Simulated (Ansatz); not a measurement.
Input and command of a calculation in Ansatz (plane waves; scalar-relativistic PAW potentials unless the input names others):

```yaml
crystal:
  lattice:
    - [0.0, 2.1664615261, 2.1664615261]
    - [2.1664615261, 0.0, 2.1664615261]
    - [2.1664615261, 2.1664615261, 0.0]
  atoms:
    - { symbol: Ti, position: [0.0, 0.0, 0.0] }
    - { symbol: C, position: [0.5, 0.5, 0.5] }
basis:
  ecutwfc: 420
kpoints:
  mp_grid: { grid: [16, 16, 16] }
hamiltonian:
  xc: pbe
scf:
  occupations: { method: fermi_dirac, width: 0.15 }
  eigensolver: { kind: davidson }
output:
  forces: true
  eigenvalues: true
  stress: true
relax:
  adjacent_minimum: "off"
  f_tol: 0.001
  max_steps: 60
  cell: { stress_tol: 0.01 }
```

```bash
ansatz run input.yaml --threads 1 --pin off --max-ram 3072MiB --backend cpu --events-out ev --progress --plain --runs-dir out
```

Abridged log:
```
Pseudopotentials: kind: paw
Pseudopotential: Ti, paw, valence charge 12, recommended cutoff 420 eV (normal)
Pseudopotential: C, paw, valence charge 4, recommended cutoff 420 eV (normal)
Functional definition: PBE
Crystal: 2 atoms, lattice volume = 20.337 Å³
Basis set: ecut = 420 eV, 411 PW (Γ), exchange–correlation on 48×48×48 points (8 copies of the dense FFT grid, shifted against one another)
Bands: 12, of which v1, the nominal top of the filled ones, is band 8 counted from 1 (7 counted from 0)
Symmetry: 48 space group operations
Space group: Fm-3m (ITA 225), of the structure as read, at distance tolerance 2.7e-5 Å
k-points: 145 of 4096
Initial density: superposition of atomic densities (neutral atoms: chi_scale 0, normalization atom), corrected by the library's trained network
Initial wavefunctions: pseudopotential atomic-orbital guess
Functional: x = pbe(κ = 0.804, μ = 0.21951497), c = pbe(β = 0.06672455)
SCF iter   1: F=—  HF=-2752.283514 eV  |F-HF|=—  |Δ(HF+E_count)|=         —  Δρ=3.81e-3  dr2=2.30e-3  ethr=1.77e-3  ⟨swp⟩=4.7  Hψ=6598  notcnv=0
SCF iter   2: F=—  HF=-2752.283646 eV  |F-HF|=—  |Δ(HF+E_count)|=   1.32e-4  Δρ=2.53e-3  dr2=1.18e-3  ethr=1.44e-5  ⟨swp⟩=3.0  Hψ=3464  notcnv=0
SCF iter   3: F=—  HF=-2752.283507 eV  |F-HF|=—  |Δ(HF+E_count)|=   1.40e-4  Δρ=3.55e-4  dr2=1.48e-5  ethr=6.05e-8  ⟨swp⟩=4.0  Hψ=7358  notcnv=0
SCF iter   4: F=—  HF=-2752.283509 eV  |F-HF|=—  |Δ(HF+E_count)|=   2.38e-6  Δρ=6.80e-5  dr2=4.93e-7  ethr=3.34e-8  ⟨swp⟩=3.7  Hψ=3680  notcnv=0
SCF iter   5: F=-2752.283509 eV  HF=-2752.283509 eV  |F-HF|=4.12e-8  |Δ(HF+E_count)|=   2.19e-8  Δρ=1.83e-5  dr2=6.10e-8  ethr=1.11e-9  ⟨swp⟩=4.5  Hψ=4835  notcnv=0
SCF iter   6: F=-2752.283509 eV  HF=-2752.283509 eV  |F-HF|=1.30e-9  |Δ(HF+E_count)|=   4.32e-9  Δρ=3.47e-6  dr2=2.23e-9  ethr=1.37e-10  ⟨swp⟩=3.8  Hψ=3668  notcnv=0
SCF 1 converged in 6 iterations: F = -2752.283509 eV  dr2 = 2.23e-9
  Residual-converged pass: ⟨swp⟩=2.7  Hψ=3053  notcnv=0  max |occ|·‖R‖ = 6.5e-6 eV (tolerance 6.7e-6 eV) dr2=1.81e-9  dr2_onsite=1.10e-10  max |Δocc| = 3.5e-10
relax step   1: F+E_penalty+E_count = -2752.28350895 eV  Δ(F+E_penalty+E_count) = +0.000e0 eV  max|allowed force component| = 2.745e-30 eV/Å  Δτ_max = 0.0000 Å  P = +0.078 GPa  Ω = 20.337 Å³  (6 SCF iters, dr2 threshold 1.00e-7 eV, accepted)
Crystal: 2 atoms, lattice volume = 20.342 Å³
Initial density: handed on by an earlier stage of this run
Initial wavefunctions: those handed on with the density
SCF iter   1: F=—  HF=-2752.283501 eV  |F-HF|=—  |Δ(HF+E_count)|=         —  Δρ=6.49e-5  dr2=1.13e-6  ethr=3.19e-8  ⟨swp⟩=4.1  Hψ=7854  notcnv=0
SCF iter   2: F=—  HF=-2752.283501 eV  |F-HF|=—  |Δ(HF+E_count)|=   5.27e-7  Δρ=2.83e-5  dr2=2.20e-7  ethr=7.04e-9  ⟨swp⟩=2.0  Hψ=2978  notcnv=0
   ...
SCF iter   7: F=—  HF=-2752.283501 eV  |F-HF|=—  |Δ(HF+E_count)|=  3.18e-12  Δρ=4.54e-7  dr2=4.14e-11  ethr=1.00e-12  ⟨swp⟩=2.0  Hψ=2969  notcnv=0
SCF iter   8: F=—  HF=-2752.283501 eV  |F-HF|=—  |Δ(HF+E_count)|=  1.82e-12  Δρ=4.11e-7  dr2=3.40e-11  ethr=1.00e-12  ⟨swp⟩=2.0  Hψ=2969  notcnv=0
SCF iter   9: F=—  HF=-2752.283501 eV  |F-HF|=—  |Δ(HF+E_count)|=  6.37e-12  Δρ=1.92e-7  dr2=7.26e-12  ethr=1.00e-12  ⟨swp⟩=2.0  Hψ=2969  notcnv=0
SCF iter  10: F=-2752.283501 eV  HF=-2752.283501 eV  |F-HF|=0.00e0  |Δ(HF+E_count)|=  9.09e-13  Δρ=1.61e-8  dr2=4.49e-14  ethr=1.00e-12  ⟨swp⟩=2.0  Hψ=2969  notcnv=0
SCF iter  11: F=-2752.283501 eV  HF=-2752.283501 eV  |F-HF|=4.55e-13  |Δ(HF+E_count)|=    0.00e0  Δρ=1.20e-8  dr2=2.95e-14  ethr=1.00e-12  ⟨swp⟩=2.0  Hψ=2969  notcnv=0
SCF iter  12: F=-2752.283501 eV  HF=-2752.283501 eV  |F-HF|=0.00e0  |Δ(HF+E_count)|=    0.00e0  Δρ=4.80e-9  dr2=4.86e-15  ethr=1.00e-12  ⟨swp⟩=2.0  Hψ=2969  notcnv=0
SCF iter  13: F=-2752.283501 eV  HF=-2752.283501 eV  |F-HF|=1.36e-12  |Δ(HF+E_count)|=  9.09e-13  Δρ=2.53e-9  dr2=1.63e-15  ethr=1.00e-12  ⟨swp⟩=2.0  Hψ=2969  notcnv=0
SCF iter  14: F=-2752.283501 eV  HF=-2752.283501 eV  |F-HF|=9.09e-13  |Δ(HF+E_count)|=  1.82e-12  Δρ=1.85e-9  dr2=8.61e-16  ethr=1.00e-12  ⟨swp⟩=2.0  Hψ=2969  notcnv=0
SCF 3 converged in 14 iterations: F = -2752.283501 eV  dr2 = 8.61e-16
  Residual-converged pass: ⟨swp⟩=3.1  Hψ=3126  notcnv=0  max |occ|·‖R‖ = 9.7e-9 eV (tolerance 1.0e-8 eV) dr2=5.21e-15  dr2_onsite=2.83e-16  max |Δocc| = 1.2e-12
SCF converged after 14 iterations
Free energy (F): -2752.283501 eV
Harris-Foulkes:  -2752.283501 eV  (|F-HF|=9.09e-13)
Internal energy: -2752.258627 eV  (E = F + TS)
E sigma→0 (E₀):  -2752.271064 eV
Entropy (-TS):   -0.024874 eV (-12.437 meV/atom)
Fermi energy:    14.668003 eV
--- Forces (eV/Å), atoms counted from 1 ---
  atom   1  Ti     0.00000000     0.00000000     0.00000000
  atom   2  C      0.00000000     0.00000000     0.00000000
--- Stress (GPa, compression-positive) ---
        0.009521       0.000000       0.000000
        0.000000       0.009521       0.000000
        0.000000       0.000000       0.009521
  P = ⅓ Tr σ = 0.0095 GPa (0.095 kbar)
--- Relaxed structure (2 steps of the walk, 2 accepted, 1 SCFs on fresh bases) ---
  F+E_penalty+E_count = -2752.28350104 eV   max|allowed force component| = 1.012e-29 eV/Å   (the final SCF, on the basis selected at the relaxed cell)
  cell:  # Å, volume = 20.3424 Å³
    - [0.0, 2.16666070, 2.16666070]
    - [2.16666070, 0.0, 2.16666070]
    - [2.16666070, 2.16666070, 0.0]
  atoms:
    - { symbol: Ti, position: [0.0, 0.0, 0.0] }
    - { symbol: C, position: [0.50000000, 0.50000000, 0.50000000] }
```

Apart from outputs and empty bands, the input differs from a reference run on usual settings in scf.eigensolver.kind: not typed → "davidson". The reference, at the same start, ended its own course with a relaxed volume of 10.17 Å³/atom, pressure 0.01 GPa, largest force 0.000 eV/Å, no gap on the mesh. This run converged in 26 SCF iterations over all its steps (reference: 18) with an energy at zero smearing within 0.01 meV/atom of the reference's, a relaxed volume of 10.17 Å³/atom, pressure 0.01 GPa, largest force 0.000 eV/Å, no gap on the mesh.

Time: 10 s on 1 thread of Intel(R) Xeon(R) Platinum 8259CL CPU @ 2.50GHz (Skylake/Cascade Lake), with other jobs on the host, peak memory 0.39 GiB.